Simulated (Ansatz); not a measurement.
# Bi2Se3 (Paraguanajuatite) (R-3m) in Ansatz: a series of runs

The runs below take Bi2Se3 (Paraguanajuatite) through single point, equation of state, band structure, with BPBE, PBE.

All numbers are computed with Ansatz 0.2.0; they aren't measurements. Logs are shortened: lines on timing, memory, paths and dates and some standing lists are left out, and cuts for length are marked.

### 1 Starting point

The structure is trigonal, space group R-3m (No. 166). The conventional cell has a = 4.143 Å, b = 4.143 Å, c = 28.636 Å, α = 90.00°, β = 90.00°, γ = 120.00°. Bi (site symmetry 3m) is surrounded by 6 Se at 2.85 to 3.07 Å. Se (site symmetry 3m) has 3 Bi at 2.85 Å as nearest neighbours. Around Se (site symmetry -3m) lie 6 Bi at 3.07 Å.

### 2 Single point, BPBE, 26.68 Å³/atom (volume scaled by 0.94)

The input, input.yaml:

```yaml
crystal:
  lattice:
    - [2.0292126242, 1.1715664548, 9.3504759364]
    - [-2.0292126242, 1.1715664548, 9.3504759364]
    - [0.0, -2.3431329097, 9.3504759364]
  atoms:
    - { symbol: Bi, position: [0.5992, 0.5992, 0.5992] }
    - { symbol: Bi, position: [0.4008, 0.4008, 0.4008] }
    - { symbol: Se, position: [0.7883, 0.7883, 0.7883] }
    - { symbol: Se, position: [0.2117, 0.2117, 0.2117] }
    - { symbol: Se, position: [0.0, 0.0, 0.0] }
hamiltonian:
  xc: { exchange: b88, correlation: pbe }
  pseudopotentials: { kind: paw }
kpoints:
  mp_grid: { grid: [8, 8, 8] }
scf:
  occupations: { method: fermi_dirac, width: 0.05 }
output:
  forces: true
  stress: true
  eigenvalues: true
```

Potentials or basis: Ansatz PAW.

The run is started by

```bash
$ ansatz run input.yaml --threads 2 --pin off --max-ram 5120MiB --backend cpu --events-out ev --progress --plain --runs-dir out
```

Log:

```text
Warning: RAYON_NUM_THREADS=2 ignored (pool sized by the plan → 2); use --threads N
basis.fft_grid_basis auto: the FFT boxes are laid along the combinations [[1, 0, -1], [0, 1, -1], [0, 0, 1]] of the cell's own vectors, 4.058, 4.058 and 9.640 Å long. The dense box has 30×30×72 points. Along the cell's own vectors, as sized, it would have 72×72×72, 5.76 times as many. Of the 12 symmetry operations that the crystal satisfies within crystal.symmetry.tolerance (time reversal apart; of a slab, those that keep its plane) the dense box along the cell's own vectors carries 12, and the one as laid loses 8 of those. basis.fft_grid_basis: typed keeps the cell's own vectors: state it where this run's energies or levels are differenced outside the engine with another run's, or held beside a run that keeps those vectors.
Engine: ansatz 0.2.0, x86_64-unknown-linux-gnu
Pseudopotentials: kind: paw
Pseudopotential: Bi, paw, valence charge 15, recommended cutoff 420 eV (normal), Bi.paw.azcp
Pseudopotential: Se, paw, valence charge 16, recommended cutoff 420 eV (normal), Se.paw.azcp
Functional definition: unnamed
  exchange = b88_x
  correlation = pbe_c
Crystal: 5 atoms, lattice volume = 133.377 Å³
Basis set: ecut = 420 eV, 2611 PW (Γ), FFT grids on a1−a3, a2−a3, a3, exchange–correlation on 60×60×144 points (8 copies of the dense FFT grid, shifted against one another)
Bands: 47, of which v1, the nominal top of the filled ones, is band 39 counted from 1 (38 counted from 0)
Symmetry: 12 space group operations
Space group: R-3m (ITA 166), of the structure as read, at distance tolerance 5.1e-5 Å
k-points: 65 of 512
Non-local potential: Bi, projectors of the file, l = 0: 2, l = 1: 2, l = 2: 2, l = 3: 2
Non-local potential: Se, projectors of the file, l = 0: 2, l = 1: 2, l = 2: 3, l = 3: 1
PAW form: soft (Blöchl's): semilocal exchange-correlation on the pseudo side does not see the compensation charge
PAW frozen core: Bi, regenerated for the run's functional, and the local potential with it (the file was generated under x = pbe(κ = 0.804, μ = 0.2195149727645171), c = pbe(β = 0.06672455060314922))
PAW frozen core: Se, regenerated for the run's functional, and the local potential with it (the file was generated under x = pbe(κ = 0.804, μ = 0.2195149727645171), c = pbe(β = 0.06672455060314922))
PAW one-centre angular grid: Bi, 590 points (default); XC on 64 Gauss nodes
PAW one-centre angular grid: Se, 590 points (default); XC on 64 Gauss nodes
Initial density: superposition of atomic densities (neutral atoms: chi_scale 0, normalization atom), corrected by the library's trained network
Initial wavefunctions: pseudopotential atomic-orbital guess
Functional: x = b88, c = pbe(β = 0.06672455060314922)
SCF iter   1: F=—  HF=-41324.573203 eV  |F-HF|=—  |Δ(HF+E_count)|=         —  Δρ=1.53e-3  dr2=3.14e-3  ethr=1.77e-3  ⟨swp⟩=8.1  Hψ=12418  notcnv=0  defer=9
preconditioner: auto → Resta (q_TF=auto, 2.495 Å⁻¹)  ε∞=4.1  [insulator: Δε(μ)=0.160 eV  Ē_g=9.671 eV  σ=0.050 eV  W_gap=0.66  n_scr=36 (ndim 8)  ℏωp=17.0 eV  f_vac=0.024  D(μ)=0.03/eV (n_scr^D=0)  ε∞_Penn≈4.1]
SCF iter   2: F=—  HF=-41324.571356 eV  |F-HF|=—  |Δ(HF+E_count)|=   1.85e-3  Δρ=7.44e-4  dr2=6.17e-4  ethr=4.02e-6  ⟨swp⟩=2.0  Hψ=6141  notcnv=0  defer=36
SCF iter   3: F=—  HF=-41324.571527 eV  |F-HF|=—  |Δ(HF+E_count)|=   1.71e-4  Δρ=3.50e-4  dr2=1.63e-4  ethr=7.91e-7  ⟨swp⟩=3.0  Hψ=5646  notcnv=0  defer=1
automatic band count: iteration 3 solves 46 bands in place of 47: the levels show a gap, and the empty bands left out lie too high to hold charge; the band table lists the bands solved (type scf.n_extra_bands for more)
SCF iter   4: F=—  HF=-41324.571589 eV  |F-HF|=—  |Δ(HF+E_count)|=   6.26e-5  Δρ=1.00e-4  dr2=4.12e-5  ethr=2.08e-7  ⟨swp⟩=2.0  Hψ=3865  notcnv=0  defer=1
SCF iter   5: F=—  HF=-41324.571593 eV  |F-HF|=—  |Δ(HF+E_count)|=   3.76e-6  Δρ=4.39e-5  dr2=5.04e-6  ethr=5.28e-8  ⟨swp⟩=2.2  Hψ=3560  notcnv=0  defer=1
SCF iter   6: F=—  HF=-41324.571595 eV  |F-HF|=—  |Δ(HF+E_count)|=   1.71e-6  Δρ=1.64e-5  dr2=5.12e-7  ethr=6.46e-9  ⟨swp⟩=2.1  Hψ=4839  notcnv=0  defer=1
SCF iter   7: F=-41324.571595 eV  HF=-41324.571595 eV  |F-HF|=3.64e-8  |Δ(HF+E_count)|=   3.53e-7  Δρ=5.84e-6  dr2=5.50e-8  ethr=1.28e-10  ⟨swp⟩=7.4  Hψ=12598  notcnv=0
SCF 1 converged in 7 iterations: F = -41324.571595 eV  dr2 = 5.50e-8
SCF converged after 7 iterations
Free energy (F): -41324.571595 eV
Harris-Foulkes:  -41324.571595 eV  (|F-HF|=3.64e-8)
Internal energy: -41324.571321 eV  (E = F + TS)
E sigma→0 (E₀):  -41324.571458 eV
Entropy (-TS):   -0.000274 eV (-0.055 meV/atom)
Fermi energy:    10.162959 eV
--- Per-component energies (eV) ---
  E_band       = -1278.037384
  E_kinetic    = 963.942657
  E_local      = -10095.081959  (includes V_loc(G=0)·N_el)
  E_nonlocal   = -662.391170
  E_hartree    = 4512.244790
  E_xc         = -622.196846
  E_vxc        = -590.408686  (∫ρ·V_xc dr)
  E_paw        = -27177.974658  (= ΣΔE_a)
  E_vpaw       = 81.414965  (= ΣTr[D̂ρ^β])
  E_aug_tail   = -0.002685  (compensation charges beyond the density's cutoff)
  E_ewald      = -8242.640956
  E_core_change = -0.470494  (= ΣΔE_core)
  E_smearing   = -0.000274  (= −TS)
  E_closure    = -0.000000  (closes the sum)
  Σ components = -41324.571595   (vs F -41324.571595, Δ=0.00e0)
--- Forces (eV/Å), atoms counted from 1 ---
  atom   1  Bi    -0.00000000    -0.00000000     0.35742197
  atom   2  Bi    -0.00000000     0.00000000    -0.35742197
  atom   3  Se     0.00000000    -0.00000000     0.67300070
  atom   4  Se     0.00000000     0.00000000    -0.67300070
  atom   5  Se     0.00000000     0.00000000     0.00000000
  max |Σ_I F_I| component: 1.11e-16 eV/Å
--- Stress (GPa, compression-positive) ---
        7.176771       0.000000       0.000000
        0.000000       7.176771       0.000000
        0.000000       0.000000       7.084256
  P = ⅓ Tr σ = 7.1459 GPa (71.459 kbar)
--- Band table (eV; the first three rows and the last of 65) ---
  k-point 0: bands = ["-37.5261", "-37.5261", "-37.5257", "-37.5257", "-37.5192", "-37.5192", "-37.5186", "-37.5186", "-37.5153", "-37.5151", "-37.4235", "-37.4156", "-37.4156", "-37.3840", "-37.3840", "-13.1670", "-13.1670", "-13.1642", "-13.1642", "-13.1483", "-13.1450", "-13.1362", "-13.1362", "-13.1324", "-13.1324", "-4.9289", "-4.1208", "-3.1730", "0.4505", "1.3188", "7.6964", "7.8034", "7.9615", "7.9615", "7.9854", "7.9854", "8.6732", "8.6732", "10.0826", "10.2420", "11.3995", "11.3995", "12.1802", "12.8442", "12.8442", "15.7831"]
  k-point 1: bands = ["-37.5261", "-37.5261", "-37.5258", "-37.5257", "-37.5192", "-37.5192", "-37.5186", "-37.5185", "-37.5153", "-37.5151", "-37.4235", "-37.4156", "-37.4156", "-37.3840", "-37.3840", "-13.1705", "-13.1670", "-13.1627", "-13.1599", "-13.1455", "-13.1423", "-13.1385", "-13.1364", "-13.1347", "-13.1321", "-4.7745", "-3.9871", "-3.0754", "0.3560", "1.1445", "6.7216", "6.8270", "7.4301", "7.5346", "8.0829", "8.5202", "8.5892", "8.9779", "9.2850", "11.1928", "11.8522", "11.9230", "12.2182", "12.8297", "13.1375", "15.3854"]
  k-point 2: bands = ["-37.5261", "-37.5260", "-37.5258", "-37.5256", "-37.5193", "-37.5192", "-37.5186", "-37.5185", "-37.5152", "-37.5151", "-37.4235", "-37.4156", "-37.4156", "-37.3840", "-37.3839", "-13.1805", "-13.1753", "-13.1543", "-13.1513", "-13.1468", "-13.1414", "-13.1359", "-13.1341", "-13.1317", "-13.1300", "-4.3245", "-3.6180", "-2.8265", "-0.0242", "0.6517", "5.5370", "6.0754", "6.5794", "6.8967", "7.4334", "8.0650", "8.6301", "8.7708", "9.5087", "11.2386", "12.0614", "12.2671", "12.9178", "13.3372", "14.2345", "14.5482"]
  k-point 64: bands = ["-37.5261", "-37.5261", "-37.5257", "-37.5257", "-37.5192", "-37.5192", "-37.5186", "-37.5186", "-37.5153", "-37.5151", "-37.4235", "-37.4156", "-37.4156", "-37.3840", "-37.3840", "-13.1670", "-13.1670", "-13.1642", "-13.1642", "-13.1480", "-13.1453", "-13.1363", "-13.1363", "-13.1324", "-13.1324", "-4.7588", "-4.4875", "-2.8357", "-0.0884", "1.8052", "7.0670", "7.8461", "7.8461", "8.2451", "8.2451", "8.4792", "8.4792", "8.4832", "9.5988", "10.6415", "11.7411", "11.7411", "12.1841", "12.4626", "12.4626", "15.7239"]
```

It took 5 s on 2 threads of Intel Xeon 6975P-C (Granite Rapids), shared host; peak memory 0.62 GiB.

What came out:

```yaml
Free_energy: -41324.5716 eV
Pressure: 7.1 GPa
Largest_force: 0.673 eV/Å
Band_gap_on_the_k_mesh: 0.16 eV, direct
```

Caveat: spin-orbit coupling is left out, which as a rule narrows the gap of such compounds by several tenths of an eV; the PAW data sets come from PBE, with cores solved anew for the run's functional, which leaves a small shift of forces and pressure.

### 3 Single point, BPBE, 27.24 Å³/atom (volume scaled by 0.96)

input.yaml: that of step 2 with these lines changed.

```diff
@@ -2,5 +2,5 @@
   lattice:
-    - [2.0292126242, 1.1715664548, 9.3504759364]
-    - [-2.0292126242, 1.1715664548, 9.3504759364]
-    - [0.0, -2.3431329097, 9.3504759364]
+    - [2.0435033248, 1.1798171946, 9.416326528]
+    - [-2.0435033248, 1.1798171946, 9.416326528]
+    - [0.0, -2.3596343894, 9.416326528]
   atoms:
@@ -22 +22,5 @@
   eigenvalues: true
+  write_density: true
+  write_potential: true
+  elf: true
+  volumetric_format: npy
```

Potentials or basis: Ansatz PAW.

The run is started by

```bash
$ ansatz run input.yaml --threads 2 --pin off --max-ram 5120MiB --backend cpu --events-out ev --progress --plain --runs-dir out
```

It took 7.4 s on 2 threads of Intel Xeon 6975P-C (Granite Rapids), shared host; peak memory 0.65 GiB.

It converged, with:

- Free energy: -41324.6823 eV
- Pressure: 5.4 GPa
- Largest force: 0.484 eV/Å
- Band gap on the k mesh: 0.18 eV, direct

Caveat: spin-orbit coupling is left out, which as a rule narrows the gap of such compounds by several tenths of an eV; the PAW data sets come from PBE, with cores solved anew for the run's functional, which leaves a small shift of forces and pressure.

### 4 Single point, BPBE, 27.81 Å³/atom (volume scaled by 0.98)

input.yaml: that of step 3 with these lines changed.

```diff
@@ -2,5 +2,5 @@
   lattice:
-    - [2.0435033248, 1.1798171946, 9.416326528]
-    - [-2.0435033248, 1.1798171946, 9.416326528]
-    - [0.0, -2.3596343894, 9.416326528]
+    - [2.0575968965, 1.1879541221, 9.4812687632]
+    - [-2.0575968965, 1.1879541221, 9.4812687632]
+    - [0.0, -2.3759082442, 9.4812687632]
   atoms:
@@ -22,5 +22 @@
   eigenvalues: true
-  write_density: true
-  write_potential: true
-  elf: true
-  volumetric_format: npy
```

The run is started by

```bash
$ ansatz run input.yaml --threads 2 --pin off --max-ram 5120MiB --backend cpu --events-out ev --progress --plain --runs-dir out
```

Wall time 5.2 s (2 threads of Intel Xeon 6975P-C (Granite Rapids), shared host); peak memory 0.64 GiB.

The run converged. Its results:

```yaml
Free_energy: -41324.7633 eV
Pressure: 3.8 GPa
Largest_force: 0.308 eV/Å
Band_gap_on_the_k_mesh: 0.20 eV, direct
```

Caveat: spin-orbit coupling is left out, which as a rule narrows the gap of such compounds by several tenths of an eV; the PAW data sets come from PBE, with cores solved anew for the run's functional, which leaves a small shift of forces and pressure.

### 5 Single point, BPBE, 28.38 Å³/atom

input.yaml: that of step 4 with these lines changed.

```diff
@@ -2,5 +2,5 @@
   lattice:
-    - [2.0575968965, 1.1879541221, 9.4812687632]
-    - [-2.0575968965, 1.1879541221, 9.4812687632]
-    - [0.0, -2.3759082442, 9.4812687632]
+    - [2.0715, 1.1959810826, 9.5453333333]
+    - [-2.0715, 1.1959810826, 9.5453333333]
+    - [0.0, -2.3919621653, 9.5453333333]
   atoms:
```

The run is started by

```bash
$ ansatz run input.yaml --threads 2 --pin off --max-ram 5120MiB --backend cpu --events-out ev --progress --plain --runs-dir out
```

Wall time 5.2 s (2 threads of Intel Xeon 6975P-C (Granite Rapids), shared host); peak memory 0.65 GiB.

It converged, with:

- Free energy: -41324.8178 eV
- Pressure: 2.4 GPa
- Largest force: 0.158 eV/Å
- Band gap on the k mesh: 0.21 eV, direct

Caveat: spin-orbit coupling is left out, which as a rule narrows the gap of such compounds by several tenths of an eV; the PAW data sets come from PBE, with cores solved anew for the run's functional, which leaves a small shift of forces and pressure.

### 6 Single point, BPBE, 28.95 Å³/atom (volume scaled by 1.02)

input.yaml: that of step 5 with these lines changed.

```diff
@@ -2,5 +2,5 @@
   lattice:
-    - [2.0715, 1.1959810826, 9.5453333333]
-    - [-2.0715, 1.1959810826, 9.5453333333]
-    - [0.0, -2.3919621653, 9.5453333333]
+    - [2.0852189429, 1.2039017179, 9.6085493036]
+    - [-2.0852189429, 1.2039017179, 9.6085493036]
+    - [0.0, -2.407803436, 9.6085493036]
   atoms:
@@ -22 +22,5 @@
   eigenvalues: true
+  write_density: true
+  write_potential: true
+  elf: true
+  volumetric_format: npy
```

Potentials or basis: Ansatz PAW.

The run is started by

```bash
$ ansatz run input.yaml --threads 2 --pin off --max-ram 5120MiB --backend cpu --events-out ev --progress --plain --runs-dir out
```

Wall time 7.6 s (2 threads of Intel Xeon 6975P-C (Granite Rapids), shared host); peak memory 0.66 GiB.

It converged, with:

```yaml
Free_energy: -41324.8482 eV
Pressure: 1.1 GPa
Largest_force: 0.099 eV/Å
Band_gap_on_the_k_mesh: 0.23 eV, direct
```

Caveat: spin-orbit coupling is left out, which as a rule narrows the gap of such compounds by several tenths of an eV; the PAW data sets come from PBE, with cores solved anew for the run's functional, which leaves a small shift of forces and pressure.

### 7 Single point, BPBE, 29.51 Å³/atom (volume scaled by 1.04)

input.yaml: that of step 6 with these lines changed.

```diff
@@ -2,5 +2,5 @@
   lattice:
-    - [2.0852189429, 1.2039017179, 9.6085493036]
-    - [-2.0852189429, 1.2039017179, 9.6085493036]
-    - [0.0, -2.407803436, 9.6085493036]
+    - [2.098759705, 1.2117194806, 9.6709442292]
+    - [-2.098759705, 1.2117194806, 9.6709442292]
+    - [0.0, -2.4234389614, 9.6709442292]
   atoms:
```

The run is started by

```bash
$ ansatz run input.yaml --threads 2 --pin off --max-ram 5120MiB --backend cpu --events-out ev --progress --plain --runs-dir out
```

Run time: 8.6 s. Hardware: 2 threads of Intel Xeon 6975P-C (Granite Rapids), shared host; peak memory 0.66 GiB.

It converged, with:

```yaml
Free_energy: -41324.8572 eV
Pressure: -0.1 GPa
Largest_force: 0.149 eV/Å
Band_gap_on_the_k_mesh: 0.24 eV, direct
```

Caveat: spin-orbit coupling is left out, which as a rule narrows the gap of such compounds by several tenths of an eV; the PAW data sets come from PBE, with cores solved anew for the run's functional, which leaves a small shift of forces and pressure.

### 8 Single point, BPBE, 30.08 Å³/atom (volume scaled by 1.06)

input.yaml: that of step 7 with these lines changed.

```diff
@@ -2,5 +2,5 @@
   lattice:
-    - [2.098759705, 1.2117194806, 9.6709442292]
-    - [-2.098759705, 1.2117194806, 9.6709442292]
-    - [0.0, -2.4234389614, 9.6709442292]
+    - [2.1121279616, 1.2194376472, 9.7325442609]
+    - [-2.1121279616, 1.2194376472, 9.7325442609]
+    - [0.0, -2.4388752945, 9.7325442609]
   atoms:
@@ -22,5 +22 @@
   eigenvalues: true
-  write_density: true
-  write_potential: true
-  elf: true
-  volumetric_format: npy
```

The run is started by

```bash
$ ansatz run input.yaml --threads 2 --pin off --max-ram 5120MiB --backend cpu --events-out ev --progress --plain --runs-dir out
```

Wall time 6.1 s (2 threads of Intel Xeon 6975P-C (Granite Rapids), shared host); peak memory 0.65 GiB.

It converged, with:

```yaml
Free_energy: -41324.8468 eV
Pressure: -1.1 GPa
Largest_force: 0.280 eV/Å
Band_gap_on_the_k_mesh: 0.26 eV, direct
```

Caveat: spin-orbit coupling is left out, which as a rule narrows the gap of such compounds by several tenths of an eV; the PAW data sets come from PBE, with cores solved anew for the run's functional, which leaves a small shift of forces and pressure.

### 9 Equation of state, BPBE

Potentials or basis: Ansatz PAW.

No new run: the results of the series are fitted here.

What came out:

- Equilibrium volume: 29.48 Å³/atom
- Bulk modulus at fixed shape and positions: 57 GPa
- Pressure derivative of the bulk modulus: 4.5

Energy against volume, from the lowest point:
| volume (Å³/atom) | energy (meV/atom) |
| --- | --- |
| 26.675 | 57.12 |
| 27.243 | 34.98 |
| 27.810 | 18.77 |
| 28.378 | 7.89 |
| 28.946 | 1.79 |
| 29.513 | 0.00 |
| 30.081 | 2.08 |

Caveat: the potentials were made for another functional, which shifts forces and pressure; the cell was scaled at fixed shape and fractional positions, which overstates the stiffness of a crystal with free parameters, most of all of layers and chains; spin-orbit coupling is left out, which moves the levels of the heavy elements.

### 10 Band structure, PBE

The input, input.yaml:

```yaml
crystal:
  lattice:
    - [2.0715, 1.1959810826, 9.5453333333]
    - [-2.0715, 1.1959810826, 9.5453333333]
    - [0.0, -2.3919621653, 9.5453333333]
  atoms:
    - { symbol: Bi, position: [0.5992, 0.5992, 0.5992] }
    - { symbol: Bi, position: [0.4008, 0.4008, 0.4008] }
    - { symbol: Se, position: [0.7883, 0.7883, 0.7883] }
    - { symbol: Se, position: [0.2117, 0.2117, 0.2117] }
    - { symbol: Se, position: [0.0, 0.0, 0.0] }
hamiltonian:
  xc: pbe
  pseudopotentials: { kind: nc, accuracy: standard }
kpoints:
  mp_grid: { grid: [8, 8, 8] }
  band_path:
    path:
      - [[0.0, 0.0, 0.0], [0.5, 0.0, 0.0], [0.5, 0.1771325325, -0.1771325325]]
      - [[0.8228674675, 0.5, 0.1771325325], [0.5, 0.5, 0.5], [0.0, 0.0, 0.0], [0.3385662663, 0.0, -0.3385662663]]
      - [[0.6614337337, 0.3385662663, 0.0], [0.5, 0.5, 0.0], [0.6614337337, 0.6614337337, 0.1771325325], [0.5, 0.5, 0.5]]
      - [[0.5, 0.0, 0.0], [0.8228674675, 0.3385662663, 0.3385662663]]
    npoints: 14
scf:
  occupations: { method: fermi_dirac, width: 0.05 }
  n_extra_bands: 12
output:
  forces: true
  stress: true
  eigenvalues: true
  fatbands: false
```

Potentials or basis: PseudoDojo standard (PBE files).

The run is started by

```bash
$ ansatz run input.yaml --threads 2 --pin off --max-ram 5120MiB --backend cpu --events-out ev --progress --plain --runs-dir out
```

Run time: 47 s. Hardware: 2 threads of Intel Xeon 6975P-C (Granite Rapids), shared host; peak memory 2.1 GiB.

It converged, with:

```yaml
Free_energy: -14350.7069 eV
Pressure: 2.5 GPa
Largest_force: 0.162 eV/Å
Band_gap_on_the_k_mesh: 0.21 eV, direct
Band_gap_along_the_path: 0.21 eV, direct
```

Forces on the atoms (eV/Å):
```
Bi   0.000  0.000  0.162
Bi   0.000  0.000 -0.162
Se   0.000  0.000  0.158
Se   0.000  0.000 -0.158
Se   0.000  0.000  0.000
```

Levels at the corners of the path, in eV from the valence-band top:
| point | band 35 | band 36 | band 37 | band 38 | band 39 | band 40 | band 41 | band 42 | band 43 | band 44 |
| --- | --- | --- | --- | --- | --- | --- | --- | --- | --- | --- |
| Γ | -1.87 | -1.87 | -1.22 | -1.22 | 0.00 | 0.21 | 1.39 | 1.39 | 2.12 | 2.71 |
| L | -3.02 | -3.00 | -2.16 | -1.24 | -0.56 | 0.83 | 1.91 | 2.96 | 3.14 | 4.09 |
| B1 | -3.33 | -2.65 | -1.89 | -1.08 | -0.71 | 1.65 | 2.22 | 2.84 | 3.77 | 4.45 |
| B | -3.33 | -2.65 | -1.89 | -1.08 | -0.71 | 1.65 | 2.22 | 2.84 | 3.77 | 4.45 |
| Z | -1.63 | -1.55 | -1.39 | -1.39 | -0.45 | 0.63 | 1.69 | 1.69 | 2.05 | 2.37 |
| Γ | -1.87 | -1.87 | -1.22 | -1.22 | 0.00 | 0.21 | 1.39 | 1.39 | 2.12 | 2.71 |
| X | -3.00 | -3.00 | -1.75 | -1.23 | -0.69 | 1.65 | 2.50 | 2.59 | 4.02 | 4.17 |
| Q | -3.00 | -3.00 | -1.75 | -1.23 | -0.69 | 1.65 | 2.50 | 2.59 | 4.02 | 4.17 |
| F | -2.58 | -1.89 | -1.89 | -1.65 | -1.01 | 1.33 | 1.95 | 2.58 | 2.98 | 3.51 |
| P1 | -2.70 | -2.41 | -1.52 | -1.40 | -1.14 | 1.31 | 2.02 | 2.34 | 2.97 | 3.74 |
| Z | -1.63 | -1.55 | -1.39 | -1.39 | -0.45 | 0.63 | 1.69 | 1.69 | 2.05 | 2.37 |
| L | -3.02 | -3.00 | -2.16 | -1.24 | -0.56 | 0.83 | 1.91 | 2.96 | 3.14 | 4.09 |
| P | -2.70 | -2.41 | -1.52 | -1.40 | -1.14 | 1.31 | 2.02 | 2.34 | 2.97 | 3.74 |

Caveat: spin-orbit coupling is left out, which as a rule narrows the gap of such compounds by several tenths of an eV.
